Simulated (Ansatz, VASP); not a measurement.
**One calculation of Be, two programs**

INCAR

```
PREC = Accurate ; ENCUT = 520
EDIFF = 1E-8 ; ISMEAR = -1
SIGMA = 0.05 ; LREAL = False
LASPH = True ; NELM = 100
ALGO = Normal ; ISIF = 2
LWAVE = False ; LCHARG = False
GGA = PS ; LEFG = True
NBANDS = 12
```

File KPOINTS:

```
Automatic mesh
0
Gamma
  9 9 14
```

POSCAR

```
Be
1.0
    3.8202995976      0.0000000000      0.0000000000
    0.0000000000      3.8202995976      0.0000000000
    0.0000000000      0.0000000000      2.3260223395
Be
4
Direct
    0.2974080000      0.2974080000      0.0000000000
    0.7025920000      0.7025920000      0.0000000000
    0.2025920000      0.7974080000      0.5000000000
    0.7974080000      0.2025920000      0.5000000000
```

Input for Ansatz:

```yaml
crystal:
  lattice:
    - [3.8202995976, 0.0, 0.0]
    - [0.0, 3.8202995976, 0.0]
    - [0.0, 0.0, 2.3260223395]
  atoms:
    - { symbol: Be, position: [0.297408, 0.297408, 0.0] }
    - { symbol: Be, position: [0.702592, 0.702592, 0.0] }
    - { symbol: Be, position: [0.202592, 0.797408, 0.5] }
    - { symbol: Be, position: [0.797408, 0.202592, 0.5] }
kpoints:
  mp_grid: { grid: [9, 9, 14] }
scf:
  occupations: { method: fermi_dirac, width: 0.05 }
hamiltonian:
  xc: pbesol
  pseudopotentials: { kind: paw }
output:
  forces: true
  stress: true
  eigenvalues: true
  efg: { contact_densities: true }
```

Change from the starting cell: volume scaled by 1.06, PAW files.

Alike in both runs: task electric field gradients; functional PBEsol; k mesh 9 × 9 × 14; occupations fermi-dirac, width 0.05 eV; no spin polarisation.

|  | VASP | Ansatz |
| --- | --- | --- |
| version | VASP 6.6.1 | Ansatz 0.2.0 |
| potentials or method | VASP PAW PBE potentials, release 64 (Be) | PAW with Ansatz's default frozen-core files, scalar-relativistic |
| plane-wave cutoff (eV) | 520 | 420 |
| valence electrons in the cell | 8 | 8 |

Ansatz gave:

```
pressure (GPa)                                                 : -7.3
largest component of the traceless stress (GPa)                : 1.32
rms of the force components (eV/Å)                             : 0.018
Vzz of the field gradient on the site that differs most (V/Å²) : 1.3
```

Task: Which values does VASP return?

Result: Pressure (GPa): -7.0; largest component of the traceless stress (GPa): 1.30; rms of the force components (eV/Å): 0.016; Vzz of the field gradient on the site that differs most (V/Å²): 1.7.

Atom by atom the forces differ by 0.002 eV/Å (rms over components).

Caveats: the PAW data sets were made with another functional, which shifts forces and pressure a little (VASP).
